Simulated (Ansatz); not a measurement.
Thermal properties of Pt from its phonons at 0.98 times its equilibrium volume

Computed with DFT PBE, scalar-relativistic, plane waves, PAW (Ansatz). Cutoff 420 eV, 20×20×20 k-points (Γ-centred), Fermi-Dirac smearing of 0.15 eV. No spin polarisation. Phonons by linear response, acoustic sum rule imposed.

The cell, relaxed in shape and atoms at 0.98 times its equilibrium volume:
Space group Fm-3m (No. 225). a = 3.948 Å, b = 3.948 Å, c = 3.948 Å, α = 90.00°, β = 90.00°, γ = 90.00°
```tsv
atom	site	symmetry	x	y	z
Pt	4a	m-3m	0.0000	0.0000	0.0000
```

In a metal, frequencies and elastic constants depend on the k mesh and the smearing, soft modes and shear constants most. Spin–orbit coupling is left out, which matters for heavy elements. The q mesh is coarse, so values between its points are rough.

Force constants from linear response on a 2×2×2 q mesh, interpolated to a fine mesh.

Phonon density of states, in bins of 5 cm⁻¹:
bin centre (cm⁻¹), share of modes (%) and a bar:
```
      2.5        0.0
      7.5        0.0
     12.5        0.0
     17.5        0.1
     22.5        0.1
     27.5        0.2 #
     32.5        0.2 #
     37.5        0.3 #
     42.5        0.4 ##
     47.5        0.5 ##
     52.5        0.7 ###
     57.5        0.9 ####
     62.5        1.1 #####
     67.5        1.3 ######
     72.5        1.6 #######
     77.5        2.0 #########
     82.5        2.5 ###########
     87.5        3.3 ###############
     92.5        4.8 #####################
     97.5        5.1 #######################
    102.5        5.3 #######################
    107.5        5.5 ########################
    112.5        5.6 #########################
    117.5        5.8 ##########################
    122.5        5.9 ##########################
    127.5        3.8 #################
    132.5        3.2 ##############
    137.5        3.1 ##############
    142.5        3.1 ##############
    147.5        3.0 #############
    152.5        2.7 ############
    157.5        2.3 ##########
    162.5        2.0 #########
    167.5        5.0 ######################
    172.5        6.8 ##############################
    177.5        6.2 ############################
    182.5        3.5 ###############
    187.5        1.7 #######
    192.5        0.3 #
```

Problem. How much zero-point energy does an atom carry?

Solution. 23.5 meV.

Problem. How large are the vibrational entropy and heat capacity at 300 K?

Solution. S = 4.70 k_B and C_V = 2.90 k_B per atom, 97 % of the Dulong–Petit value.

Problem. Tabulate them against temperature.

Solution.
```
T (K) F_vib (meV/atom) S (k_B/atom) C_V (k_B/atom)
  100              17.9          1.76            2.27
  200              -5.6          3.54            2.79
  300             -41.4          4.70            2.90
  400             -85.7          5.54            2.94
  500            -136.4          6.20            2.96
  600            -192.3          6.74            2.98
  700            -252.4          7.20            2.98
  800            -316.2          7.60            2.99
  900            -383.3          7.95            2.99
 1000            -453.2          8.27            2.99
```

Cost: 1 run of about 1.1 core-minutes, on Intel Xeon Platinum 8488C (Sapphire Rapids) (shared hosts).